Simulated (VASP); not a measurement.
HfC: single point with SCAN

The system is HfC.

```
CELL_PARAMETERS angstrom
0.00000 2.32500 2.32500
2.32500 0.00000 2.32500
2.32500 2.32500 0.00000
ATOMIC_POSITIONS crystal
Hf 0.50000 0.50000 0.50000
C 0.00000 0.00000 0.00000
```

```yaml
Program: VASP 6.6.1
Task: single point
Functional: SCAN
Potentials_or_basis: VASP PAW PBE potentials, release 64 (Hf_pv, C_h)
Cutoff: 900 eV
k_mesh: 7 × 7 × 7
Occupations: gaussian, width 0.05 eV
Spin: spin-orbit coupling, no magnetisation
```

The pressure is -6.2 GPa. The valence electrons inside the program's atomic spheres are Hf 8.63; C 1.39.

It took 5.7 min on 1 thread of Intel(R) Xeon(R) Platinum 8488C (Sapphire Rapids), with other jobs on the host, peak memory 0.38 GiB.

Caveat: the cutoff is under 1.25 times the usual one of these potentials, so pressure, stress and relaxed cells hold a basis-set (Pulay) error; the PAW data sets were made with another functional, which shifts forces and pressure a little.
